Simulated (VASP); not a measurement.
Computed with SCAN meta-GGA, VASP's PBE PAW potentials (set 64) (plane waves; VASP 6.6.1).

VASP input:

POSCAR:
```
InN
1
    1.8055033724    -3.1272236464     0.0000000000
    1.8055033724     3.1272236464     0.0000000000
    0.0000000000     0.0000000000     5.8247588807
In N
2 2
Direct
  0.6666670000   0.3333330000   0.4998678299
  0.3333330000   0.6666670000   0.9998678299
  0.6666670000   0.3333330000   0.8791321701
  0.3333330000   0.6666670000   0.3791321701
```

### INCAR
```
SYSTEM = InN
PREC = Accurate
ENCUT = 520
EDIFF = 1E-7
NELM = 100
ALGO = Normal
LREAL = .FALSE.
LASPH = .TRUE.
ISMEAR = 1
SIGMA = 0.1
METAGGA = SCAN
LMIXTAU = .TRUE.
LMAXMIX = 4
LWAVE = .FALSE.
LCHARG = .FALSE.
ISIF = 4
IBRION = 2
NSW = 30
EDIFFG = -0.01
```

### KPOINTS
```
kpoints
0
Gamma
 10 10 6
0 0 0
```

POTCAR, in this order: In_d N (PBE.64 set). Program: vasp_std.

The resulting files:

**OSZICAR**
```
       N       E                     dE             d eps       ncg     rms          rms(c)
DAV:   1     0.288026179260E+03    0.28803E+03   -0.18708E+04  2464   0.229E+03
DAV:   2    -0.496363363335E+02   -0.33766E+03   -0.32972E+03  2584   0.496E+02
DAV:   3    -0.965085360033E+02   -0.46872E+02   -0.46112E+02  3382   0.191E+02
DAV:   4    -0.980288686401E+02   -0.15203E+01   -0.15167E+01  2932   0.374E+01
DAV:   5    -0.980805176651E+02   -0.51649E-01   -0.51639E-01  3328   0.645E+00    0.125E+01
DAV:   6    -0.865323545249E+02    0.11548E+02   -0.21762E+01  4026   0.804E+01    0.122E+01
DAV:   7    -0.851429444085E+02    0.13894E+01   -0.27800E+00  3208   0.174E+01    0.444E+00
DAV:   8    -0.854218041994E+02   -0.27886E+00   -0.51838E-01  2524   0.663E+00    0.311E+00
DAV:   9    -0.852986593174E+02    0.12314E+00   -0.36808E-01  2788   0.672E+00    0.289E-01
DAV:  10    -0.854729982121E+02   -0.17434E+00   -0.17640E-01  2890   0.504E+00    0.687E-01
DAV:  11    -0.854818792973E+02   -0.88811E-02   -0.26313E-02  2656   0.217E+00    0.500E-01
DAV:  12    -0.854870272143E+02   -0.51479E-02   -0.25290E-03  3538   0.727E-01    0.283E-01
DAV:  13    -0.855004026445E+02   -0.13375E-01   -0.38979E-03  2986   0.853E-01    0.152E-01
DAV:  14    -0.855032712148E+02   -0.28686E-02   -0.10368E-03  2488   0.420E-01    0.191E-01
DAV:  15    -0.855008269907E+02    0.24442E-02   -0.63888E-04  2488   0.328E-01    0.156E-01
DAV:  16    -0.855038086831E+02   -0.29817E-02   -0.28035E-03  2476   0.701E-01    0.166E-02
DAV:  17    -0.855038895268E+02   -0.80844E-04   -0.93675E-05  2692   0.106E-01    0.161E-02
DAV:  18    -0.855038907448E+02   -0.12181E-05   -0.87527E-06  3810   0.277E-02    0.188E-02
DAV:  19    -0.855038649302E+02    0.25815E-04   -0.17484E-06  3346   0.183E-02    0.443E-03
DAV:  20    -0.855038808262E+02   -0.15896E-04   -0.10250E-05  2476   0.413E-02    0.271E-03
DAV:  21    -0.855038702498E+02    0.10576E-04   -0.10920E-06  2488   0.113E-02    0.406E-03
DAV:  22    -0.855038699268E+02    0.32301E-06   -0.62328E-07  2524   0.100E-02    0.112E-03
DAV:  23    -0.855038656208E+02    0.43060E-05   -0.15459E-07  2144   0.452E-03    0.245E-03
DAV:  24    -0.855038659235E+02   -0.30270E-06   -0.20661E-08  1304   0.191E-03    0.194E-03
DAV:  25    -0.855038677801E+02   -0.18567E-05   -0.10227E-08  1268   0.131E-03    0.535E-04
DAV:  26    -0.855038687726E+02   -0.99247E-06   -0.34375E-08  1546   0.260E-03    0.946E-04
DAV:  27    -0.855038683153E+02    0.45733E-06   -0.52314E-09  1250   0.106E-03    0.723E-04
DAV:  28    -0.855038682503E+02    0.64942E-07   -0.33173E-09  1250   0.695E-04
   1 F= -.85503868E+02 E0= -.85503959E+02  d E =-.855039E+02
       N       E                     dE             d eps       ncg     rms          rms(c)
DAV:   1    -0.855040487865E+02   -0.18047E-03   -0.10025E-02  2514   0.838E-01    0.916E-02
DAV:   2    -0.855039346445E+02    0.11414E-03   -0.60305E-04  3488   0.325E-01    0.481E-02
DAV:   3    -0.855039020132E+02    0.32631E-04   -0.90972E-05  3562   0.163E-01    0.167E-02
DAV:   4    -0.855038893307E+02    0.12683E-04   -0.32248E-05  3516   0.742E-02    0.910E-03
DAV:   5    -0.855039040637E+02   -0.14733E-04   -0.34341E-05  2476   0.779E-02    0.419E-03
DAV:   6    -0.855038931948E+02    0.10869E-04   -0.13567E-05  2470   0.459E-02    0.156E-03
DAV:   7    -0.855038975525E+02   -0.43576E-05   -0.12790E-06  2704   0.118E-02    0.156E-03
DAV:   8    -0.855038952438E+02    0.23086E-05   -0.38648E-07  2106   0.820E-03    0.557E-04
DAV:   9    -0.855038954188E+02   -0.17496E-06   -0.12659E-07  1786   0.425E-03    0.298E-04
DAV:  10    -0.855038951123E+02    0.30654E-06   -0.25276E-08  1250   0.240E-03    0.306E-04
DAV:  11    -0.855038952005E+02   -0.88249E-07   -0.52446E-09  1250   0.108E-03
   2 F= -.85503895E+02 E0= -.85503986E+02  d E =-.269502E-04
```

File OUTCAR:
```
------------------------ aborting loop because EDIFF is reached ----------------------------------------
  FORCE on cell =-STRESS in cart. coord.  units (eV):
  Direction    XX          YY          ZZ          XY          YZ          ZX
  --------------------------------------------------------------------------------------
  Total       -2.8726374     -2.8726376     -2.8805168      0.0000000      0.0000000     -0.0000000
  in kB      -69.9723088    -69.9723118    -70.1642350      0.0000000      0.0000000     -0.0000000
  external PRESSURE =     -70.0362852 kB  Pullay stress =       0.0000000 kB
  volume of cell :       65.78
      direct lattice vectors                 reciprocal lattice vectors
     1.804822432 -3.126044218  0.000000000     0.277035564 -0.159946554  0.000000000
     1.804822432  3.126044218  0.000000000     0.277035564  0.159946554  0.000000000
     0.000000000  0.000000000  5.829154959     0.000000000  0.000000000  0.171551452
 POSITION                                       TOTAL-FORCE (eV/Angst)
 -----------------------------------------------------------------------------------
      1.80482     -1.04202      2.91358         0.000000      0.000000      0.006728
      1.80482      1.04202      5.82816        -0.000000     -0.000000      0.006728
      1.80482     -1.04202      5.12483        -0.000000      0.000000     -0.006728
      1.80482      1.04202      2.21025        -0.000000     -0.000000     -0.006728
 -----------------------------------------------------------------------------------
    total drift:                               -0.000000      0.001526     -0.053404
  FREE ENERGIE OF THE ION-ELECTRON SYSTEM (eV)
  ---------------------------------------------------
  free  energy   TOTEN  =       -85.5038952005 eV

  energy  without entropy=      -85.5041674110  energy(sigma->0) =      -85.50398594

 reached required accuracy - stopping structural energy minimisation
```
(Selected blocks of OUTCAR.)

File CONTCAR:
```
InN
   1.00000000000000
     1.8048224320091086   -3.1260442179572623    0.0000000000000000
     1.8048224320091086    3.1260442179572623    0.0000000000000000
     0.0000000000000000    0.0000000000000000    5.8291549589623708
  In              N
     2     2
Direct
     0.6666669999999968    0.3333330000000032    0.4998287483961217
     0.3333330000000032    0.6666669999999968    0.9998287483961217
     0.6666669999999968    0.3333330000000032    0.8791712516038761
     0.3333330000000032    0.6666669999999968    0.3791712516038761
```

**OUTCAR**
```
 val. band max:        5.5705316284   @ k =   0.0000   0.0000   0.0000

 cond. band min:       6.4558430908   @ k =   0.0000   0.0000   0.1667


 Fermi energy:         5.5768851564

 k-point     1 :       0.0000    0.0000    0.0000
  band No.  band energies     occupation
      1      -9.6641      2.00000
      2      -9.4553      2.00000
      3      -8.1157      2.00000
      4      -8.1038      2.00000
      5      -8.1036      2.00000
      6      -8.0369      2.00000
      7      -8.0366      2.00000
      8      -7.8376      2.00000
      9      -7.8375      2.00000
     10      -7.7175      2.00000
     11      -7.7174      2.00000
     12      -6.2435      2.00000
     13       0.0438      2.00000
     14       4.7384      2.00000
     15       4.7384      2.00000
     16       5.3455      2.00510
     17       5.5653      1.19399
     18       5.5705      1.10733
     19       5.5705      1.10730
     20       8.4647      0.00000
     21      12.7402      0.00000
     22      14.8697      0.00000

 k-point     2 :       0.1000   -0.0000    0.0000
  band No.  band energies     occupation
      1      -9.6640      2.00000
      2      -9.4653      2.00000
      3      -8.1050      2.00000
      4      -8.0879      2.00000
      5      -8.0256      2.00000
      6      -8.0149      2.00000
      7      -7.9986      2.00000
      8      -7.8454      2.00000
      9      -7.8378      2.00000
     10      -7.7325      2.00000
     11      -7.7148      2.00000
     12      -6.1856      2.00000
     13       0.1496      2.00000
     14       4.1342      2.00000
     15       4.4142      2.00000
     16       4.5848      2.00000
     17       5.4749      2.05420
     18       5.4949      1.98976
     19       6.5395     -0.00000
     20       8.9898      0.00000
     21      12.6804      0.00000
     22      14.0820      0.00000

 k-point     3 :       0.2000   -0.0000    0.0000
  band No.  band energies     occupation
      1      -9.6675      2.00000
...
```

Unless said otherwise, spin-orbit coupling is left out, though it shifts the bands of the heavy elements here.

The compound is InN in the wurtzite structure. This cell is one point of a volume scan, at 1.06 of the reference volume. Symmetry was kept, so distortions that lower it aren't found.
